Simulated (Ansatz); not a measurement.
Input and output of a one-shot G0W0 calculation on HfS2 built on the CdI2 prototype (the plane-wave code Ansatz, G0W0@PBE with 200 empty bands, a screening cutoff of 120 eV and a 6×6×2 mesh). Cell and atoms come from a relaxation with r2SCAN+rVV10.

```yaml
crystal:
  lattice:
    - [3.6302934612, 0.0, 0.0]
    - [-1.8151467306, 3.1439263606, 0.0]
    - [0.0, 0.0, 5.8783536162]
  atoms:
    - { symbol: Hf, position: [0.0, 0.0, 0.0] }
    - { symbol: S, position: [0.3333333333, 0.6666666667, 0.2446282338] }
    - { symbol: S, position: [0.6666666667, 0.3333333333, 0.7553717662] }
kpoints:
  mp_grid: { grid: [6, 6, 2] }
hamiltonian:
  xc: pbe
scf:
  occupations: { method: fixed }
gw:
  n_empty_bands: 200
  ecut_chi: 120
  qp_bands: [v2, c2]
  qp_kpoints: band_edges
  screening: { model: contour_deformation }
```

Some lines of the output have been replaced by numbered gaps.
```
Pseudopotential: Hf, paw, valence charge 26, recommended cutoff 420 eV (normal)
Pseudopotential: S, paw, valence charge 6, recommended cutoff 420 eV (normal)
Functional definition: PBE
  parameter kappa = 0.804
  parameter beta = 0.06672455060314922
  exchange = pbe_x(kappa = kappa, mu = beta*pi^2/3)
  correlation = pbe_c(beta = beta)
Crystal: 3 atoms, lattice volume = 67.092 Å³
[1]
Bands: 23, of which v1, the nominal top of the filled ones, is band 19 counted from 1 (18 counted from 0)
[2]
SCF 1 converged in 7 iterations: F = -17530.154457 eV  dr2 = 2.46e-8
SCF converged after 7 iterations
Free energy (F): -17530.154457 eV
Fermi energy:    9.055311 eV
--- Per-component energies (eV) ---
  E_band       = -209.963343
  E_kinetic    = 634.776564
  E_local      = -8203.411724
  E_nonlocal   = -1186.832586
  E_hartree    = 3785.695291
  E_xc         = -494.262553
  E_vxc        = -441.008937
  E_paw        = -8127.443965
  E_vpaw       = 1415.124857
  E_ewald      = -3938.675487
--- Band table (eV; the first three rows and the last of 14) ---
  k-point 0: bands = […, 4.2577, 6.2040, 6.2040, 8.9427, 8.9427, 9.0553, 10.9795, 10.9795, 11.6250, 14.4287]
  k-point 1: bands = […, 5.3870, 6.2440, 6.2440, 7.2205, 8.8096, 8.8096, 10.9359, 10.9359, 11.8892, 14.8630]
  k-point 2: bands = […, 4.6445, 5.9134, 6.3614, 7.3591, 8.3263, 8.9623, 10.8743, 11.7319, 12.0767, 14.0647]
  k-point 13: bands = […, 5.2832, 5.2923, 5.2923, 6.8197, 7.2118, 7.2118, 11.7751, 12.3609, 12.3609, 15.2651]
--- G₀W₀: contour deformation, 7 samples at zero and on the imaginary axis and 1 off it, 72 q-points, 200 empty bands' worth ---
    ik  band        ε_KS         Σx   Σc(E_QP)       V_xc       Z   E_QP_lin       E_QP  E_QP is
     0    18      8.9427   -18.7055     1.7575   -16.4224  0.7495  [3]
     0    19      9.0553   -18.5130     1.9034   -16.0737  0.7411  [4]
     0    20     10.9795   -10.8287    -4.6606   -15.9439  0.7547    11.4388    11.4340  root
     0    21     10.9795   -10.8287    -4.6606   -15.9439  0.7547    11.4388    11.4340  root
     1    18      8.8096   -18.6001     1.8068   -16.2582  0.7481     8.2690     8.2746  root
     1    19      8.8096   -18.6001     1.8068   -16.2582  0.7481  [5]
     1    20     10.9359   -10.7299    -4.6443   -15.8221  0.7555    11.3885    11.3839  root
     1    21     10.9359   -10.7299    -4.6443   -15.8221  0.7555    11.3885    11.3839  root
     2    18      8.3263   -18.2003     1.7657   -15.9126  0.7450  [6]
     2    19      8.9623   -18.4976     1.9406   -16.0333  0.7395     8.4328     8.4386  root
     2    20     10.8743   -10.5355    -4.4608   -15.3994  0.7550    11.2809    11.2773  root
     2    21     11.7319   -11.2002    -4.8444   -16.4826  0.7389  [7]
     3    18      8.0154   -17.9251     2.2575   -15.0808  0.7310     7.4189     7.4287  root
     3    19      8.2559   -18.1196     1.7898   -15.8009  0.7442     7.7210     7.7271  root
     3    20     10.8215   -10.4701    -4.4353   -15.2991  0.7570    11.2185    11.2152  root
     3    21     11.7368   -11.2298    -4.8448   -16.5117  0.7384    12.1791    12.1739  root
     4    18      7.7619   -18.3241     2.1673   -15.5700  0.7372     7.1663     7.1752  root
     4    19      7.9661   -17.8792     2.2037   -15.1240  0.7285  [8]
     4    20     10.4177   -10.3565    -4.1105   -14.8118  0.7585    10.7647    10.7625  root
     4    21     12.6071   -11.2795    -5.4526   -17.2188  0.7233    13.1015    13.0938  root
     5    18      7.8936   -18.4300     2.1109   -15.7399  0.7397     7.3063     7.3145  root
     5    19      8.0899   -18.2173     2.2875   -15.3521  0.7303     7.5031     7.5121  root
     5    20     10.3057   -10.0232    -4.1775   -14.5458  0.7617    10.6529    10.6507  root
     5    21     12.6846   -11.4523    -5.4989   -17.4397  0.7201    13.1811    13.1731  root
     6    18      7.0720   -17.7689     2.7451   -14.4044  0.7048     6.4372     6.4526  root
     6    19      7.6839   -18.5071     2.3403   -15.5471  0.7356     7.0539     7.0643  root
     6    20     10.2342   -10.4017    -3.9528   -14.6773  0.7592    10.5587    10.5569  root
     6    21     13.0442   -11.8123    -5.8159   -18.1642  0.7172  [9]
     7    18      7.9397   -18.7279     2.2480   -15.8757  0.7399     7.3267     7.3356  root
     7    19      8.1417   -18.5044     2.2729   -15.6496  0.7316  [10]
     7    20     10.0894   -10.0471    -4.0493   -14.4297  0.7617    10.4246    10.4226  root
     7    21     13.0287   -11.8280    -5.7534   -18.1211  0.7196    13.5782    13.5683  root
     9    18      7.2714   -17.8393     2.1484   -15.1497  0.7281     6.7220     6.7301  root
     9    19      8.2126   -18.2481     2.2768   -15.3934  0.7326     7.6259     7.6347  root
     9    20     11.4217   -10.6304    -4.8454   -15.9000  0.7425    11.8511    11.8459  root
     9    21     11.4534   -10.7081    -4.3641   -15.4209  0.7494    11.8051    11.8021  root
  […]
```

The points are ik 0 = (0, 0, 0) (Γ), ik 1 = (0, 0, -1/2) (A), ik 2 = (0, 1/6, 0), ik 3 = (0, 1/6, -1/2), ik 4 = (0, 1/3, 0), ik 5 = (0, 1/3, -1/2), ik 6 = (0, -1/2, 0) (M), ik 7 = (0, -1/2, -1/2) (L), ik 9 = (1/6, 1/6, -1/2), ik 10 = (1/6, 1/3, 0), ik 13 = (1/3, 1/3, -1/2) (H); band 19 is the last filled one.

Q: Give the withheld lines. They hold quasiparticle rows, the symmetry found, cutoff and plane waves at Γ.

A:
```
[1]
Basis set: ecut = 420 eV, 1315 PW (Γ)
[2]
Symmetry: 12 space group operations
Space group: P-3m1 (ITA 164)
[3]
     0    18      8.9427   -18.7055     1.7575   -16.4224  0.7495     8.4119     8.4170  root
[4]
     0    19      9.0553   -18.5130     1.9034   -16.0737  0.7411     8.5135     8.5195  root
[5]
     1    19      8.8096   -18.6001     1.8068   -16.2582  0.7481     8.2690     8.2746  root
[6]
     2    18      8.3263   -18.2003     1.7657   -15.9126  0.7450     7.7985     7.8042  root
[7]
     2    21     11.7319   -11.2002    -4.8444   -16.4826  0.7389    12.1752    12.1699  root
[8]
     4    19      7.9661   -17.8792     2.2037   -15.1240  0.7285     7.4053     7.4146  root
[9]
     6    21     13.0442   -11.8123    -5.8159   -18.1642  0.7172    13.5902    13.5801  root
[10]
     7    19      8.1417   -18.5044     2.2729   -15.6496  0.7316     7.5508     7.5599  root
```
The trailing digits, and the zero of the energies, depend on the potentials and thresholds.

G0W0 moves the gap on the mesh from 1.03 eV (PBE) to 1.90 eV (Γ to L). Renormalisation factors Z lie between 0.70 and 0.76. G0W0 values are finite-basis, finite-mesh values.

Run as `ansatz run input.yaml --threads 4 --pin off --max-ram 7372MiB --backend cpu --events-out ev --progress --plain --runs-dir out`.

Q: What wall time did it need on 4 threads of Intel(R) Xeon(R) Platinum 8488C (Sapphire Rapids), on a shared host, load about 0.3 per core, and how much host memory at the peak?

A: About 28 s, with a peak of 0.7 GiB.

The values are computed, spin-unpolarised, and not measurements.

No spin-orbit coupling is included; it can move band edges with weight on the heavy atoms by tenths of an eV.
